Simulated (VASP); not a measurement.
**ZnSe in VASP 6.6.1, single-point calculation**

INCAR

```
EDIFF = 1E-7
ENCUT = 520
SIGMA = 0.02
NSW = 0
PREC = Accurate
NELM = 62
IBRION = -1
GGA = PE
NBANDS = 33
LREAL = .FALSE.
ISMEAR = -1
LASPH = .TRUE.
LWAVE = .FALSE.
LCHARG = .FALSE.
ISIF = 2
```

KPOINTS

```
KPOINTS created by Atomic Simulation Environment
0
Gamma
8 8 8
0 0 0
```

POSCAR

```
Zn Se
 1.0000000000000000
     0.0000000000000000    2.8324206844000002    2.7474480638999998
     2.8324206844000002    0.0000000000000000    2.7474480638999998
     2.8324206844000002    2.8324206844000002    0.0000000000000000
 Zn  Se
   1   1
Cartesian
  0.0000000000000000  0.0000000000000000  0.0000000000000000
  1.4162103421999999  1.4162103421999999  1.3737240319499997
```

The recommended PBE PAW datasets give the neutral cell 18 valence electrons.

Command

```
mpirun -np 1 vasp_std
```

Q: How does this run end, and what does it give?

A: It converged. Results: gap between bands v and c on the k mesh 1.35 eV; least direct gap on the k mesh 1.35 eV; pressure 4.6 GPa. Band v is the last that the valence electrons fill when counted band by band, and c is the next.

OSZICAR

```
N       E                     dE             d eps       ncg     rms          rms(c)
DAV:   1     0.123600375656E+03    0.12360E+03   -0.70373E+03  4187   0.629E+02
DAV:   2     0.688824143438E+01   -0.11671E+03   -0.10010E+03  3952   0.182E+02
DAV:   3    -0.607463065861E+01   -0.12963E+02   -0.12647E+02  4717   0.519E+01
DAV:   4    -0.627495340111E+01   -0.20032E+00   -0.20010E+00  4544   0.662E+00
DAV:   5    -0.627535038356E+01   -0.39698E-03   -0.39697E-03  4629   0.288E-01    0.504E+00
DAV:   6    -0.601136204547E+01    0.26399E+00   -0.16844E-01  5214   0.118E+01    0.379E+00
DAV:   7    -0.598722725940E+01    0.24135E-01   -0.58626E-02  4696   0.154E+00    0.164E+00
DAV:   8    -0.598634862022E+01    0.87864E-03   -0.30284E-03  5001   0.587E-01    0.412E-01
DAV:   9    -0.598650179220E+01   -0.15317E-03   -0.13256E-03  4415   0.147E-01    0.570E-02
DAV:  10    -0.598655627820E+01   -0.54486E-04   -0.62943E-05  4675   0.306E-02    0.385E-02
DAV:  11    -0.598659168206E+01   -0.35404E-04   -0.30559E-05  4286   0.196E-02    0.181E-02
DAV:  12    -0.598659241166E+01   -0.72961E-06   -0.52737E-07  4563   0.302E-03    0.451E-03
DAV:  13    -0.598659262228E+01   -0.21062E-06   -0.41471E-07  4350   0.236E-03    0.709E-04
DAV:  14    -0.598659261075E+01    0.11530E-07   -0.12517E-08  3247   0.622E-04
   1 F= -.59865926E+01 E0= -.59865926E+01  d E =-.150807E-11
```

For comparison, a separate PBE run of the intended cell, on usual settings and not on those above, gives a gap of 1.35 eV on its mesh and a pressure of 4.6 GPa.
